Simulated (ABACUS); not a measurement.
# KCl (Sylvite) (Fm-3m) in ABACUS: further runs, part 2 of 2

ABACUS 3.10.1. The steps go on from the part before.

### 5 Relaxation of cell and atoms, PBE

INPUT

```
INPUT_PARAMETERS
suffix              KCl
calculation         cell-relax
basis_type          lcao
pseudo_dir          ./
orbital_dir         ./
latname             fcc
symmetry            1
dft_functional      pbe
ecutwfc             100
pseudo_rcut         10
nspin               1
nbands              12
ks_solver           genelpa
smearing_method     fd
smearing_sigma      0.00367493
scf_thr             1e-07
scf_nmax            100
mixing_type         broyden
mixing_beta         0.7
cal_force           1
cal_stress          1
out_mul             1
relax_nmax          60
force_thr_ev        0.02
relax_method        cg
out_stru            1
stress_thr          1
```

STRU

```
ATOMIC_SPECIES
K 39.0983 K_ONCV_PBE-1.2.upf
Cl 35.4500 Cl_ONCV_PBE-1.2.upf

NUMERICAL_ORBITAL
K_confined-atom_10au_3s2p1d.orb
Cl_confined-atom_7au_2s2p1d.orb

LATTICE_CONSTANT
11.8919331187

ATOMIC_POSITIONS
Direct

K
0.0
1
0.0000000000 0.0000000000 0.0000000000 1 1 1

Cl
0.0
1
0.5000000000 0.5000000000 0.5000000000 1 1 1
```

KPT

```
K_POINTS
0
Gamma
6 6 6 0 0 0
```

Potentials or basis: SG15 ONCV 1.2 PBE, DZP LCAO (the cutoffs set its grid).

Run with:

```bash
$ OMP_NUM_THREADS=1 mpirun -np 4 abacus > log
```

running log:

```text
ABACUS v3.10.1

               Atomic-orbital Based Ab-initio Computation at UStc

 ------------------------------------------------------------------------------------

 READING GENERAL INFORMATION
                           global_out_dir = OUT.KCl/
                           global_in_card = INPUT
                               pseudo_dir = ./
                              orbital_dir = ./
                                    DSIZE = 4
                                    GSIZE = 1

 READING UNITCELL INFORMATION
                                    ntype = 2
                  lattice constant (Bohr) = 11.8919
              lattice constant (Angstrom) = 6.29294

 READING ATOM TYPE 1
                               atom label = K
                      L=0, number of zeta = 3
                      L=1, number of zeta = 2
                      L=2, number of zeta = 1
             number of atom for this type = 1

 READING ATOM TYPE 2
                               atom label = Cl
                      L=0, number of zeta = 2
                      L=1, number of zeta = 2
                      L=2, number of zeta = 1
             number of atom for this type = 1

                        TOTAL ATOM NUMBER = 2
DIRECT COORDINATES
    atom                   x                   y                   z     mag                  vx                  vy                  vz
taud_K1            0.0000000000        0.0000000000        0.0000000000  0.0000        0.0000000000        0.0000000000        0.0000000000
taud_Cl1            0.5000000000        0.5000000000        0.5000000000  0.0000        0.0000000000        0.0000000000        0.0000000000

                          Volume (Bohr^3) = 420.434
                             Volume (A^3) = 62.3018

 Lattice vectors: (Cartesian coordinate: in unit of a_0)
                 -0.5                  +0                +0.5
                   +0                +0.5                +0.5
                 -0.5                +0.5                  +0
 Reciprocal vectors: (Cartesian coordinate: in unit of 2 pi/a_0)
                   -1                  -1                  +1
                   +1                  +1                  +1
                   -1                  +1                  -1
 The esolver type has been set to : ksdft_lcao

                PAO radial cut off (Bohr) = 10

 Read in pseudopotential file is K_ONCV_PBE-1.2.upf
                     pseudopotential type = NC
          exchange-correlation functional = PBE
                 nonlocal core correction = 0
                        valence electrons = 9
                                     lmax = 2
                           number of zeta = 0
                     number of projectors = 6
                           L of projector = 0
[... 5 lines left out ...]
                PAO radial cut off (Bohr) = 10

 Read in pseudopotential file is Cl_ONCV_PBE-1.2.upf
                     pseudopotential type = NC
          exchange-correlation functional = PBE
                 nonlocal core correction = 0
                        valence electrons = 7
                                     lmax = 1
                           number of zeta = 0
                     number of projectors = 4
[... 161 lines left out ...]
                        Radius(unit:lat0) = 2.24
                                   glayer = [ 5, 5, 5 ]
                             glayer_minus = [ 4, 4, 4 ]

Find the coordinate range of the input atom(unit:lat0).
                                  min_tau = [ -4.5, -4, -4 ]
                                  max_tau = [ 4, 4.5, 4.5 ]
                                BoxNumber = [ 9, 9, 9 ]

 SETUP EXTENDED REAL SPACE GRID FOR GRID INTEGRATION
                          real space grid = [ 54, 54, 54 ]
                 big cell numbers in grid = [ 27, 27, 27 ]
             meshcell numbers in big cell = [ 2, 2, 2 ]
                        extended fft grid = [ 40, 40, 40 ]
                dimension of extened grid = [ 108, 108, 108 ]
                            UnitCellTotal = 125

              Atom number in sub-FFT-grid = 2
    Local orbitals number in sub-FFT-grid = 27
                                ParaV.nnr = 23912
                                 init_chg = atomic

 LCAO ALGORITHM --------------- ION=   1  ELEC=   1--------------------------------

 Density error is 0.0788581469005
----------------------------------------------------------
     Energy           Rydberg                 eV
----------------------------------------------------------
 E_KohnSham     -87.2610871083       -1187.2479983468
 E_Harris       -87.7774980981       -1194.2741303186
 E_Fermi        0.2658256767         3.6167438777
----------------------------------------------------------
[... 127 lines left out ...]
 Largest gradient in stress is 7.255868 kbar.
 Threshold is 1.000000 kbar.

 Relaxation is not converged yet!
DIRECT COORDINATES
    atom                   x                   y                   z     mag                  vx                  vy                  vz
taud_K1            0.0000000000        0.0000000000        0.0000000000  0.0000        0.0000000000        0.0000000000        0.0000000000
taud_Cl1            0.5000000000        0.5000000000        0.5000000000  0.0000        0.0000000000        0.0000000000        0.0000000000

                          Volume (Bohr^3) = 429.393359
                             Volume (A^3) = 63.629455
[... 10 lines left out ...]
 -------------------------------------------
 STEP OF RELAXATION : 2
 -------------------------------------------

[... set-up of the moved cell ...]

 LCAO ALGORITHM --------------- ION=   2  ELEC=   1--------------------------------

 Density error is 0.001617548646
----------------------------------------------------------
     Energy           Rydberg                 eV
----------------------------------------------------------
 E_KohnSham     -87.3025600677       -1187.8122669080
 E_Harris       -87.3040188860       -1187.8321151496
 E_Fermi        0.1770621619         2.4090543016
----------------------------------------------------------

[... 5 further cycles ...]
 LCAO ALGORITHM --------------- ION=   2  ELEC=   7--------------------------------

 Density error is 0.000000080081
----------------------------------------------------------
     Energy           Rydberg                 eV
----------------------------------------------------------
 E_KohnSham     -87.3025938166       -1187.8127260847
 E_KS(sigma->0) -87.3025938166       -1187.8127260847
 E_Harris       -87.3025925470       -1187.8127088116
 E_band         -9.8372153813        -133.8421816384
 E_one_elec     -32.0562146673       -436.1471757864
 E_Hartree      20.5710609045        279.8836422064
 E_xc           -14.5824954172       -198.4050287332
 E_Ewald        -61.2349446365       -833.1441637715
 E_entropy(-TS) -0.0000000000        -0.0000000000
 E_descf        0.0000000000         0.0000000000
 E_exx          0.0000000000         0.0000000000
[... 32 lines left out ...]
 Largest gradient in stress is 3.068226 kbar.
 Threshold is 1.000000 kbar.

 Relaxation is not converged yet!
DIRECT COORDINATES
    atom                   x                   y                   z     mag                  vx                  vy                  vz
taud_K1            0.0000000000        0.0000000000        0.0000000000  0.0000        0.0000000000        0.0000000000        0.0000000000
taud_Cl1            0.5000000000        0.5000000000        0.5000000000  0.0000        0.0000000000        0.0000000000        0.0000000000

                          Volume (Bohr^3) = 436.701918
                             Volume (A^3) = 64.712470
[... 10 lines left out ...]
 -------------------------------------------
 STEP OF RELAXATION : 3
 -------------------------------------------

[... set-up of the moved cell ...]

 LCAO ALGORITHM --------------- ION=   3  ELEC=   1--------------------------------

 Density error is 0.000419139047
----------------------------------------------------------
     Energy           Rydberg                 eV
----------------------------------------------------------
 E_KohnSham     -87.3026615582       -1187.8136477569
 E_Harris       -87.3015251257       -1187.7981857998
 E_Fermi        0.1689179996         2.2982472887
----------------------------------------------------------

[... 4 further cycles ...]
 LCAO ALGORITHM --------------- ION=   3  ELEC=   6--------------------------------

 Density error is 0.000000072245
----------------------------------------------------------
     Energy           Rydberg                 eV
----------------------------------------------------------
 E_KohnSham     -87.3026683429       -1187.8137400677
 E_KS(sigma->0) -87.3026683429       -1187.8137400677
 E_Harris       -87.3026686025       -1187.8137435999
 E_band         -9.9801972011        -135.7875490980
 E_one_elec     -32.6038664186       -443.5983601242
 E_Hartree      20.7695603473        282.5843656777
 E_xc           -14.5769466459       -198.3295338256
 E_Ewald        -60.8914156257       -828.4702117955
 E_entropy(-TS) -0.0000000000        -0.0000000000
 E_descf        0.0000000000         0.0000000000
 E_exx          0.0000000000         0.0000000000
[... 116 lines left out ...]
 Largest gradient in stress is 0.006291 kbar.
 Threshold is 1.000000 kbar.

 Relaxation is converged!

 --------------------------------------------
 !FINAL_ETOT_IS -1187.8137400676603193 eV
 --------------------------------------------
```

Run time: 21 s. Hardware: 4 MPI ranks of AMD EPYC 7R43 (Zen 3), shared host; peak memory 0.48 GiB.

The run converged, but a check on its numbers failed (symmetry, net force, bounds or a known fault of this set-up), so they aren't taken as properties of the crystal.

Caveat: the atomic orbitals were generated for these runs and aren't a published set; the basis of atomic orbitals isn't converged, which shifts pressures, moduli and gaps.

### 6 Summary

| level | potentials or basis | cutoff (eV) | SCF threshold on the density | eigensolver | gap on the mesh (eV) | pressure (GPa) |
| --- | --- | --- | --- | --- | --- | --- |
| RPBE | SG15 ONCV 1.2 PBE, plane waves | 1007 | 1e-08 | dav | 5.56 | 2.3 |
| PW91 | SPMS ONCV 1.0 PBE, plane waves | 1007 | 1e-08 | dav | 5.21 | 0.7 |
| PBE | SG15 ONCV 1.2 PBE, DZP LCAO (the cutoffs set its grid) | 1361 | 1e-07 | scalapack_gvx | 5.15 | 0.7 |

Alike in all rows: task single point; no spin polarisation; cell as given; k mesh 6 × 6 × 6; smearing fermi-dirac 0.05 eV.

Caveats: the potentials were made for another functional, which shifts forces and pressure (some runs); the atomic orbitals were generated for these runs and aren't a published set (some runs); the basis of atomic orbitals isn't converged, which shifts pressures, moduli and gaps (some runs).

Total energies depend on the potentials used, so only differences within one code and one set of settings carry meaning.

### 7 How close it comes

Step 2. Against the measured gap of KCl, 8.68 eV (a printed reference work, monograph), the calculated 5.56 eV is off by -3.12 eV. The value is that of RPBE, without temperature or zero-point motion. Semilocal functionals fall short of measured gaps as a rule.

Step 3. Measured gap of KCl: 8.68 eV (a printed reference work, monograph). This calculation gives 5.21 eV (-3.47 eV). The value is that of PW91, without temperature or zero-point motion. Semilocal functionals fall short of measured gaps as a rule.

Step 4. Measured gap of KCl: 8.68 eV (a printed reference work, monograph). This calculation gives 5.15 eV (-3.53 eV). The value is that of PBE in an atomic basis (SG15 ONCV 1.2 PBE, DZP LCAO (the cutoffs set its grid)), whose error adds to the functional's,, without temperature or zero-point motion. Semilocal functionals fall short of measured gaps as a rule.
